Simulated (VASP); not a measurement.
# InAs (F-43m) in VASP: notebook, part 2 of 2

VASP 6.6.1. Earlier steps stand in the parts before.

**5. Relaxation of cell and atoms, PBEsol**

This run uses another cell than the first one, of 28.25 Å³/atom, 1.028 times its volume.

File INCAR:

```
PREC = Accurate
ENCUT = 600
EDIFF = 1E-7
ISMEAR = 0
SIGMA = 0.03
LREAL = False
LASPH = True
NELM = 80
ALGO = Normal
ISIF = 3
LWAVE = False
LCHARG = False
GGA = PS
IBRION = 2
NSW = 90
EDIFFG = -0.005
KPAR = 4
```

File KPOINTS:

```
regular mesh
0
Gamma
  10 10 10
```

File POSCAR:

```
InAs                                    
1.0
   -0.0000000000      3.0454540631      3.0454540631
    3.0454540631     -0.0000000000      3.0454540631
    3.0454540631      3.0454540631     -0.0000000000
  In              As            
     1     1
Direct
     0.0000000000000000    0.0000000000000000    0.0000000000000000
     0.2500000000000000    0.2500000000000000    0.2500000000000000
```

Potentials or basis: VASP PAW PBE potentials, release 64 (In_d, As).

Started as:

```sh
cat potpaw_PBE.64/In_d/POTCAR potpaw_PBE.64/As/POTCAR > POTCAR
mpirun -np 4 vasp_std > vasp.out
```

OUTCAR:

```text
PREC = Accurate
   ENCUT = 600
   EDIFF = 1E-7
   ISMEAR = 0
   LREAL = False
   LASPH = True
   NELM = 80
   ISIF = 3
   GGA = PS
   IBRION = 2
   NSW = 90
   EDIFFG = -0.005

 ion  position               nearest neighbor table
   1  0.000  0.000  0.000-   2 2.64   2 2.64   2 2.64   2 2.64
   2  0.250  0.250  0.250-   1 2.64   1 2.64   1 2.64   1 2.64

  LATTYP: Found a face centered cubic cell.
 ALAT       =     6.0909081262

  Lattice vectors:

 A1 = (   0.0000000000,   3.0454540631,   3.0454540631)
 A2 = (   3.0454540631,   0.0000000000,   3.0454540631)
 A3 = (   3.0454540631,   3.0454540631,   0.0000000000)

Analysis of symmetry for initial positions (statically):
=====================================================================
 Subroutine PRICEL returns:
 Original cell was already a primitive cell.

 Routine SETGRP: Setting up the symmetry group for a
 face centered cubic supercell.

 Subroutine GETGRP returns: Found 24 space group operations
 (whereof 24 operations were pure point group operations)
 out of a pool of 48 trial point group operations.

The static configuration has the point symmetry T_d .

Analysis of symmetry for dynamics (positions and initial velocities):
=====================================================================
 Subroutine PRICEL returns:
 Original cell was already a primitive cell.

 Routine SETGRP: Setting up the symmetry group for a
 face centered cubic supercell.

 Subroutine GETGRP returns: Found 24 space group operations
 (whereof 24 operations were pure point group operations)
 out of a pool of 48 trial point group operations.

The dynamic configuration has the point symmetry T_d .

 Subroutine INISYM returns: Found 24 space group operations
 (whereof 24 operations are pure point group operations),
 and found     1 'primitive' translations

----------------------------------------------------------------------------------------

                                     Primitive cell

  volume of cell :      56.4919

  direct lattice vectors                    reciprocal lattice vectors
     0.000000000  3.045454063  3.045454063    -0.164179130  0.164179130  0.164179130
     3.045454063  0.000000000  3.045454063     0.164179130 -0.164179130  0.164179130
     3.045454063  3.045454063  0.000000000     0.164179130  0.164179130 -0.164179130

  length of vectors
     4.306922440  4.306922440  4.306922440     0.284366596  0.284366596  0.284366596

  position of ions in fractional coordinates (direct lattice)
     0.000000000  0.000000000  0.000000000
     0.250000000  0.250000000  0.250000000

  ion indices of the primitive-cell ions
   primitive index   ion index
                 1           1
                 2           2

----------------------------------------------------------------------------------------

 KPOINTS: regular mesh

Automatic generation of k-mesh.
 Grid dimensions read from file:
 generate k-points for:   10   10   10

 Generating k-lattice:

  Cartesian coordinates                     Fractional coordinates (reciprocal lattice)
    -0.016417913  0.016417913  0.016417913     0.100000000  0.000000000  0.000000000
     0.016417913 -0.016417913  0.016417913     0.000000000  0.100000000  0.000000000
     0.016417913  0.016417913 -0.016417913     0.000000000  0.000000000  0.100000000

  Length of vectors
     0.028436660  0.028436660  0.028436660

  Shift w.r.t. Gamma in fractional coordinates (k-lattice)
     0.000000000  0.000000000  0.000000000

 Subroutine IBZKPT returns following result:
 ===========================================

 Found     47 irreducible k-points:

 Following reciprocal coordinates:
            Coordinates               Weight
  0.000000  0.000000  0.000000      1.000000
  0.100000  0.000000  0.000000      8.000000
  0.200000  0.000000  0.000000      8.000000
  0.300000  0.000000  0.000000      8.000000
  0.400000  0.000000  0.000000      8.000000
  0.500000  0.000000  0.000000      4.000000
[... 16 lines left out ...]
  0.300000  0.300000  0.000000      6.000000
  0.400000  0.300000  0.000000     24.000000
 [... further k-points ...]
   k-points           NKPTS =     47   k-points in BZ     NKDIM =     47   number of bands    NBANDS=     13
   number of dos      NEDOS =    301   number of ions     NIONS =      2
   total plane-waves  NPLWV =  46656
   dimension x,y,z NGX =    36 NGY =   36 NGZ =   36
   dimension x,y,z NGXF=    72 NGYF=   72 NGZF=   72
   ions per type =               1   1
   NGX,Y,Z   is equivalent  to a cutoff of  13.90, 13.90, 13.90 a.u.
   NGXF,Y,Z  is equivalent  to a cutoff of  27.79, 27.79, 27.79 a.u.
 SYSTEM =  unknown system
   PREC   = accura    normal or accurate (medium, high low for compatibility)
   ISTART =      0    job   : 0-new  1-cont  2-samecut
   ICHARG =      2    charge: 1-file 2-atom 10-const
   ISPIN  =      1    spin polarized calculation?
   LNONCOLLINEAR =      F non collinear calculations
   LSORBIT =      F    spin-orbit coupling
   LASPH  =      T    aspherical Exc in radial PAW
   ENCUT  =  600.0 eV  44.10 Ry    6.64 a.u.   8.60  8.60  8.60*2*pi/ulx,y,z
   NELM   =     80;   NELMIN=  2; NELMDL= -5     # of ELM steps
   EDIFF  = 0.1E-06   stopping-criterion for ELM
   LREAL  =      F    real-space projection
   EDIFFG = -.5E-02   stopping-criterion for IOM
   NSW    =     90    number of steps for IOM
   IBRION =      2    ionic relax: 0-MD 1-quasi-New 2-CG
   NFREE  =      1    steps in history (QN), initial steepest desc. (CG)
   ISIF   =      3    stress and relaxation
   ISYM   =      2    0-nonsym 1-usesym 2-fastsym
   POTIM  = 0.5000    time-step for ionic-motion
   TEBEG  =    0.0;   TEEND  =   0.0 temperature during run
   PSTRESS=    0.0 pullay stress
   NELECT =      18.0000    total number of electrons
   NUPDOWN=      -1.0000    fix difference up-down
   EMIN   =  10.00;   EMAX   =-10.00  energy-range for DOS
   EFERMI =   0.00;   METHOD = LEGACY
   ISMEAR =     0;   SIGMA  =   0.03  broadening in eV -4-tet -1-fermi 0-gaus
   EFERMI_NEDOS =   21; number of points for ismear=-14 and -15
   IALGO  =     38    algorithm
   IMIX   =      4    mixing-type and parameters
     AMIX     =   0.40;   BMIX     =  1.00
     AMIX_MAG =   1.60;   BMIX_MAG =  1.00
  volume/ion in A,a.u.               =      28.25       190.61
  Fermi-wavevector in a.u.,A,eV,Ry     =   1.118159  2.113014 17.011090  1.250280
  Thomas-Fermi vector in A             =   2.254788
   LORBIT       =      0    0 simple, 1 ext, 2 COOP (PROOUT), +10 PAW based schemes
   GGA     = PS    functional components
   LHFCALC =     F    Hartree Fock is set to
   AEXX    =    0.0000 exact exchange contribution
   IVDW    =     0    specifies the selected vdW correction
   LEPSILON=     F    determine dielectric tensor
   LRPA    =     F    only Hartree local field effects (RPA)
 conjugate gradient relaxation of ions
 non-spin polarized calculation
 Gauss-broadening in eV      SIGMA  =   0.03
  energy-cutoff  :      600.00
  volume of cell :       56.49
 maximum number of plane-waves:      1901
 NGX is ok and might be reduce to    36
   NGX = 17   NGY = 17   NGZ = 17

 number of electron      18.0000003 magnetization

 Free energy of the ion-electron system (eV)
  ---------------------------------------------------
  ext. energy  EPLUGINS =         0.00000000
  ---------------------------------------------------
  free energy    TOTEN  =        -8.49018447 eV

  energy without entropy =       -8.49013819  energy(sigma->0) =       -8.49016133

 E-fermi :   4.1651     XC(G=0):  -9.1897

 val. band max:        4.1559859256   @ k =   0.0000   0.0000   0.0000
 cond. band min:       4.9841901409   @ k =   0.5000   0.0000   0.0000
 fundamental gap:      0.8282042153
 Fermi energy:         4.1651229976

 k-point     1 :       0.0000    0.0000    0.0000
  band No.  band energies     occupation
      1     -10.1327      2.00000
      2     -10.1327      2.00000
      3     -10.1327      2.00000
      4     -10.0136      2.00000
      5     -10.0136      2.00000
      6      -7.5955      2.00000
      7       3.7638      2.00000
      8       4.1560      1.33333
      9       4.1560      1.33333
     10       4.1560      1.33333
     11       8.0026      0.00000
     12       8.0026      0.00000
     13       8.0026      0.00000
[... 354 lines left out ...]
  band No.  band energies     occupation
      1     -10.2737      2.00000
      2     -10.0763      2.00000
      3     -10.0740      2.00000
      4     -10.0385      2.00000
      5      -9.9973      2.00000
      6      -6.1851      2.00000
      7      -0.8011      2.00000
      8       2.0013      2.00000
      9       2.2663      2.00000
     10       6.1170      0.00000
     11       6.8495      0.00000
     12      10.6491      0.00000
     13      11.4114      0.00000

 [... further k-points ...]
[... 5 lines left out ...]
  --------------------------------------------------------------------------------------
  -------------------------------------------------------------------------------------
  Total        0.0021700      0.0021700      0.0021700      0.0000000      0.0000000     -0.0000000
  in kB        0.0615445      0.0615445      0.0615445      0.0000000      0.0000000     -0.0000000
  external PRESSURE =       0.0615445 kB  Pullay stress =       0.0000000 kB

 VOLUME and BASIS-vectors are now :
 -----------------------------------------------------------------------------
  energy-cutoff  :      600.00
  volume of cell :       56.49
      direct lattice vectors                 reciprocal lattice vectors
     0.000000000  3.045454063  3.045454063    -0.164179130  0.164179130  0.164179130
     3.045454063  0.000000000  3.045454063     0.164179130 -0.164179130  0.164179130
     3.045454063  3.045454063  0.000000000     0.164179130  0.164179130 -0.164179130

 POSITION                                       TOTAL-FORCE (eV/Angst)
 -----------------------------------------------------------------------------------
      0.00000      0.00000      0.00000        -0.000000     -0.000000     -0.000000
      1.52273      1.52273      1.52273         0.000000      0.000000      0.000000
 -----------------------------------------------------------------------------------
    total drift:                               -0.000000     -0.000000     -0.000000

  FREE ENERGIE OF THE ION-ELECTRON SYSTEM (eV)
  ---------------------------------------------------
  free  energy   TOTEN  =        -8.4901844725 eV

  energy  without entropy=       -8.4901381938  energy(sigma->0) =       -8.49016133

 reached required accuracy - stopping structural energy minimisation
```

It took 25 s on 4 MPI ranks of Intel Xeon Platinum 8259CL at 2.50GHz (Skylake/Cascade Lake), shared host; peak memory 0.23 GiB.

Results:

```
Free energy             : -8.4902 eV
Pressure after relaxing : 0.0 GPa
Band gap on the k mesh  : none (metal or under the smearing width)
```

Final structure:
```
In As
1.0
     0.00000    3.04545    3.04545
     3.04545    0.00000    3.04545
     3.04545    3.04545    0.00000
In As
1 1
Direct
  0.00000 0.00000 0.00000
  0.25000 0.25000 0.25000
```

Caveat: the relaxation stopped at its first step, so nothing moved; the PAW data sets were made with another functional, which shifts forces and pressure a little; this crystal is a semiconductor, whose small gap the functional closes, so the metal is an error of the method.
